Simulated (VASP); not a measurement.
# Se (R-3m) in VASP: a series of runs, part 2 of 2

VASP 6.6.1. Earlier steps stand in the parts before.

### 3 Relaxation of cell and atoms, PBEsol, target pressure 187.5 GPa, at which the enthalpy is minimised

This run uses another cell than the first one, of 11.87 Å³/atom, 0.883 times its volume.

INCAR reads:

```
SYSTEM = Se
  ALGO = Normal
  EDIFF = 1E-7
  EDIFFG = -0.15
  ENCUT = 520
  GGA = PS
  IBRION = 2
  ISIF = 3
  ISMEAR = 0
  LASPH = .True.
  LCHARG = .False.
  LREAL = .False.
  LWAVE = .False.
  NELM = 100
  NSW = 80
  PREC = Accurate
  PSTRESS = 1875.0
  SIGMA = 0.1
```

KPOINTS reads:

```
k-points
0
Gamma
  21 21 21
  0 0 0
```

POSCAR reads:

```
Se                                      
1.0
    1.9567766807      1.1297455455      0.8951218328
   -1.9567766807      1.1297455455      0.8951218328
    0.0000000000     -2.2594910910      0.8951218328
  Se            
     1
Direct
     0.0000000000000000    0.0000000000000000    0.0000000000000000
```

Potentials or basis: VASP PAW PBE potentials, release 64 (Se).

Run with:

```sh
$ cat potpaw_PBE.64/Se/POTCAR > POTCAR
$ mpirun -np 1 vasp_std > vasp.out
```

OUTCAR:

```text
SYSTEM = Se
   EDIFF = 1E-7
   EDIFFG = -0.15
   ENCUT = 520
   GGA = PS
   IBRION = 2
   ISIF = 3
   ISMEAR = 0
   LASPH = .True.
   LREAL = .False.
   NELM = 100
   NSW = 80
   PREC = Accurate
   PSTRESS = 1875.0

 ion  position               nearest neighbor table
   1  0.000  0.000  0.000-

  LATTYP: Found a trigonal (rhomboedric) cell.
 ALAT       =     2.4303380570
 COS(alpha) =    -0.2965197856

  Lattice vectors:

 A1 = (   1.9567766807,   1.1297455455,   0.8951218328)
 A2 = (  -1.9567766807,   1.1297455455,   0.8951218328)
 A3 = (   0.0000000000,  -2.2594910910,   0.8951218328)

Analysis of symmetry for initial positions (statically):
=====================================================================
 Subroutine PRICEL returns:
 Original cell was already a primitive cell.

 Routine SETGRP: Setting up the symmetry group for a
 trigonal (rhombohedral) supercell.

 Subroutine GETGRP returns: Found 12 space group operations
 (whereof 12 operations were pure point group operations)
 out of a pool of 12 trial point group operations.

The static configuration has the point symmetry D_3d.

Analysis of symmetry for dynamics (positions and initial velocities):
=====================================================================
 Subroutine PRICEL returns:
 Original cell was already a primitive cell.

 Routine SETGRP: Setting up the symmetry group for a
 trigonal (rhombohedral) supercell.

 Subroutine GETGRP returns: Found 12 space group operations
 (whereof 12 operations were pure point group operations)
 out of a pool of 12 trial point group operations.

The dynamic configuration has the point symmetry D_3d.

 Subroutine INISYM returns: Found 12 space group operations
 (whereof 12 operations are pure point group operations),
 and found     1 'primitive' translations

[... 136 lines left out ...]
 Free energy of the ion-electron system (eV)
  ---------------------------------------------------
  ext. energy  EPLUGINS =         0.00000000
  ---------------------------------------------------
  free energy    TOTEN  =        -1.55772051 eV

  energy without entropy =       -1.55602855  energy(sigma->0) =       -1.55687453

------------------------ aborting loop because EDIFF is reached ----------------------------------------

  FORCE on cell =-STRESS in cart. coord.  units (eV):
  Direction    XX          YY          ZZ          XY          YZ          ZX
  --------------------------------------------------------------------------------------
  -------------------------------------------------------------------------------------
  Total        9.2504979      9.2504980      9.2640530      0.0000000      0.0000000      0.0000000
  in kB     1248.3040822   1248.3040869   1250.1332688      0.0000000      0.0000000      0.0000000
  external PRESSURE =    -626.0861874 kB  Pullay stress =    1875.0000000 kB
[... 94 lines left out ...]
  energy  without entropy=       -0.7735278525  energy(sigma->0) =       -0.77439388

  enthalpy is  TOTEN    =        12.1156165894 eV   P V=       12.8908764950

[... ionic steps 4 to 11 ...]

--------------------------------------- Ionic step       12  -------------------------------------------

 number of electron       6.0000001 magnetization

------------------------ aborting loop because EDIFF is reached ----------------------------------------
[... 69 lines left out ...]
--------------------------------------- Ionic step       14  -------------------------------------------

 number of electron       6.0000001 magnetization

 Free energy of the ion-electron system (eV)
  ---------------------------------------------------
  ext. energy  EPLUGINS =         0.00000000
  ---------------------------------------------------
  free energy    TOTEN  =        -0.41751627 eV

  energy without entropy =       -0.41583044  energy(sigma->0) =       -0.41667335

 E-fermi :  16.0912     XC(G=0): -13.8119

 val. band max:       16.0851113730   @ k =  -0.3333  -0.3810   0.2381
 cond. band min:      16.0919471345   @ k =  -0.3810   0.4762   0.2381
 fundamental gap:      0.0068357615
 Fermi energy:        16.0911556717

 k-point     1 :       0.0000    0.0000    0.0000
  band No.  band energies     occupation
      1      -8.6921      2.00000
      2      23.9801      0.00000
      3      23.9801      0.00000
      4      24.0923      0.00000
      5      30.1541      0.00000
      6      30.2191      0.00000
      7      30.2191      0.00000
[... 221 lines left out ...]
 k-point    24 :      -0.3810    0.0476    0.0000
  band No.  band energies     occupation
      1      -3.6630      2.00000
      2       7.6208      2.00000
      3      16.8545      0.00000
      4      19.9802      0.00000
      5      24.5110      0.00000
      6      25.5830      0.00000
      7      34.2154      0.00000

 [... further k-points ...]

------------------------ aborting loop because EDIFF is reached ----------------------------------------

  FORCE on cell =-STRESS in cart. coord.  units (eV):
  Direction    XX          YY          ZZ          XY          YZ          ZX
  --------------------------------------------------------------------------------------
  -------------------------------------------------------------------------------------
  Total       12.5198499     12.5198504     12.5960647      0.0000000      0.0000000      0.0000000
  in kB     1879.4228143   1879.4228934   1890.8638341      0.0000000      0.0000000      0.0000000
  external PRESSURE =       8.2365139 kB  Pullay stress =    1875.0000000 kB
[... 20 lines left out ...]
  energy  without entropy=       -0.4158304360  energy(sigma->0) =       -0.41667335

  enthalpy is  TOTEN    =        12.0728708479 eV   P V=       12.4903871207

 reached required accuracy - stopping structural energy minimisation
```

CONTCAR:

```text
Se
   1.00000000000000
     1.9638232105257163    1.1338138830787921    0.7988951777904399
    -1.9638232105257163    1.1338138830787921    0.7988951777904399
    -0.0000000000000000   -2.2676277661575841    0.7988951777904397
  Se
     1
Direct
     0.0000000000000000    0.0000000000000000    0.0000000000000000

  0.00000000E+00  0.00000000E+00  0.00000000E+00
```

Wall time 2.6 min (1 thread of Intel Xeon 6975P-C (Granite Rapids), shared host); peak memory 0.19 GiB.

Results:

- Free energy: -0.4175 eV
- Relaxed volume: 10.67 Å³/atom
- Relaxed cell: a = 2.404 Å, b = 2.404 Å, c = 2.404 Å, α = 109.53°, β = 109.53°, γ = 109.53°
- Space group after relaxing (to 0.05 Å): Im-3m (No. 229)
- Energy change on relaxing (the enthalpy is what falls): +1140.2 meV/atom
- Ionic steps: 14
- Pressure after relaxing: 188.3 GPa
- Band gap on the k mesh: none (metal or under the smearing width)

Stress tensor (GPa, compression positive):
```
187.94   0.00   0.00
  0.00 187.94   0.00
  0.00   0.00 189.09
```

The path:
```
step  energy change (eV)  largest force (eV/Å)  pressure (GPa)  volume (Å³)
   1              0.0000                0.0000          124.89        11.87
   2             21.2157                0.0000         1653.67         5.55
   3              0.7825                0.0000          169.79        11.02
   4              0.9538                0.0000          179.65        10.86
   5              1.0906                0.0000          187.54        10.74
   6              1.0650                0.0000          186.07        10.76
   7              1.0748                0.0000          186.20        10.75
   8              1.0904                0.0000          186.61        10.73
   9              1.1276                0.0000          188.22        10.69
  10              1.2485                0.0000          194.84        10.59
  11              1.1721                0.0000          190.23        10.65
  12              1.1891                0.0000          191.13        10.63
  13              1.0618                0.0000          183.87        10.74
  14              1.1402                0.0000          188.32        10.67
```

Final structure:
```yaml
crystal:
  lattice:
    - [1.96382, 1.13381, 0.79890]
    - [-1.96382, 1.13381, 0.79890]
    - [0.00000, -2.26763, 0.79890]
  atoms:
    - { symbol: Se, position: [0.00000, 0.00000, 0.00000] }
```

Caveat: the cell is relaxed towards a set pressure, so the enthalpy falls and the energy may rise; the PAW data sets were made with another functional, which shifts forces and pressure a little; the relaxation stopped at a loose force limit of 0.15 eV/Å, so its end isn't a converged minimum.

### 4 Relaxation of cell and atoms, PBEsol, target pressure 187.5 GPa, at which the enthalpy is minimised

This run uses another cell than the first one, of 10.67 Å³/atom, 0.794 times its volume.

INCAR is that of step 3.

KPOINTS is that of step 3.

POSCAR reads:

```
Se                                      
1.0
    1.9638232105      1.1338138831      0.7988951778
   -1.9638232105      1.1338138831      0.7988951778
   -0.0000000000     -2.2676277662      0.7988951778
  Se            
     1
Direct
     0.0000000000000000    0.0000000000000000    0.0000000000000000
```

Potentials or basis: VASP PAW PBE potentials, release 64 (Se).

Run with:

```sh
$ cat potpaw_PBE.64/Se/POTCAR > POTCAR
$ mpirun -np 1 vasp_std > vasp.out
```

OUTCAR:

```text
SYSTEM = Se
   EDIFF = 1E-7
   EDIFFG = -0.15
   ENCUT = 520
   GGA = PS
   IBRION = 2
   ISIF = 3
   ISMEAR = 0
   LASPH = .True.
   LREAL = .False.
   NELM = 100
   NSW = 80
   PREC = Accurate
   PSTRESS = 1875.0

 ion  position               nearest neighbor table
   1  0.000  0.000  0.000-

  LATTYP: Found a trigonal (rhomboedric) cell.
 ALAT       =     2.4042398027
 COS(alpha) =    -0.3343790277

  Lattice vectors:

 A1 = (   1.9638232105,   1.1338138831,   0.7988951778)
 A2 = (  -1.9638232105,   1.1338138831,   0.7988951778)
[... 427 lines left out ...]

  FORCE on cell =-STRESS in cart. coord.  units (eV):
  Direction    XX          YY          ZZ          XY          YZ          ZX
  --------------------------------------------------------------------------------------
  -------------------------------------------------------------------------------------
  Total       12.5201476     12.5201481     12.5963900      0.0000000     -0.0000000      0.0000000
  in kB     1879.4675008   1879.4675800   1890.9126666      0.0000000     -0.0000000      0.0000000
  external PRESSURE =       8.2825825 kB  Pullay stress =    1875.0000000 kB

 VOLUME and BASIS-vectors are now :
 -----------------------------------------------------------------------------
  energy-cutoff  :      520.00
  volume of cell :       10.67
      direct lattice vectors                 reciprocal lattice vectors
     1.963823210  1.133813883  0.798895178     0.254605403  0.146996495  0.417242891
    -1.963823210  1.133813883  0.798895178    -0.254605403  0.146996495  0.417242891
     0.000000000 -2.267627766  0.798895178     0.000000000 -0.293992990  0.417242891

 POSITION                                       TOTAL-FORCE (eV/Angst)
 -----------------------------------------------------------------------------------
      0.00000      0.00000      0.00000         0.000000      0.000000      0.000000
 -----------------------------------------------------------------------------------
    total drift:                               -0.000000      0.000000      0.000000

  FREE ENERGIE OF THE ION-ELECTRON SYSTEM (eV)
  ---------------------------------------------------
  free  energy   TOTEN  =        -0.4172621673 eV

  energy  without entropy=       -0.4155762274  energy(sigma->0) =       -0.41641920

  enthalpy is  TOTEN    =        12.0731249537 eV   P V=       12.4903871210

 reached required accuracy - stopping structural energy minimisation
```

CONTCAR:

```text
Se
   1.00000000000000
     1.9638232105000000    1.1338138831000000    0.7988951778000000
    -1.9638232105000000    1.1338138831000000    0.7988951778000000
     0.0000000000000000   -2.2676277662000000    0.7988951778000000
  Se
     1
Direct
     0.0000000000000000    0.0000000000000000    0.0000000000000000

  0.00000000E+00  0.00000000E+00  0.00000000E+00
```

It took 19 s on 1 thread of Intel Xeon 6975P-C (Granite Rapids), shared host; peak memory 0.18 GiB.

Results:

| Quantity | Value |
| --- | --- |
| Free energy | -0.4173 eV |
| Pressure after relaxing | 188.3 GPa |
| Band gap on the k mesh | none (metal or under the smearing width) |

Stress tensor (GPa, compression positive):
```
187.95   0.00   0.00
  0.00 187.95   0.00
  0.00   0.00 189.09
```

Final structure:
```yaml
crystal:
  lattice:
    - [1.96382, 1.13381, 0.79890]
    - [-1.96382, 1.13381, 0.79890]
    - [0.00000, -2.26763, 0.79890]
  atoms:
    - { symbol: Se, position: [0.00000, 0.00000, 0.00000] }
```

Levels at points of the mesh, in eV from the Fermi level:
| k point | band 1 | band 2 | band 3 | band 4 | band 5 | band 6 | band 7 |
| --- | --- | --- | --- | --- | --- | --- | --- |
| (0.00, 0.00, 0.00) | -24.78 | 7.89 | 7.89 | 8.00 | 14.06 | 14.13 | 14.13 |

Caveat: the relaxation stopped at its first step, so nothing moved; the cell is relaxed towards a set pressure, so the enthalpy falls and the energy may rise; the PAW data sets were made with another functional, which shifts forces and pressure a little; the relaxation stopped at a loose force limit of 0.15 eV/Å, so its end isn't a converged minimum.
